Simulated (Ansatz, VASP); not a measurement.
# PbS: VASP beside Ansatz

```
CELL_PARAMETERS angstrom
1.97389 1.13962 3.87103
-1.97389 1.13962 3.87103
0.00000 -2.27925 3.87103
ATOMIC_POSITIONS crystal
Pb 0.97799 0.97799 0.97799
S 0.47761 0.47761 0.47761
```

Alike in both runs: task single point; functional PBE; dispersion D3(BJ); k mesh 12 × 12 × 12; occupations gaussian, width 0.03 eV; no spin polarisation.

```csv
,VASP,Ansatz
version,VASP 6.6.1,Ansatz 0.2.0
potentials or method,"VASP PAW PBE potentials, release 64 (Pb_d, S)","scalar-relativistic, plane waves, PAW"
plane-wave cutoff (eV),520,420
valence electrons in the cell,20,20
```

VASP gave:

* gap on the k mesh at the Fermi level (eV): none
* pressure (GPa): -1.1
* largest component of the traceless stress (GPa): 5.64
* rms of the force components (eV/Å): 0.003

Q: What did Ansatz give for the same quantities?

A: gap on the k mesh at the Fermi level (eV): none; pressure (GPa): -1.0; largest component of the traceless stress (GPa): 5.63; rms of the force components (eV/Å): 0.003.

Atom by atom the forces differ by 0.000 eV/Å (rms over components). A gap of «none» marks a metal or a gap that the smearing closes.

Caveats: pairwise dispersion overbinds metals, which lowers pressure and volume. Spin-orbit coupling is left out, which matters for the levels of Pb.
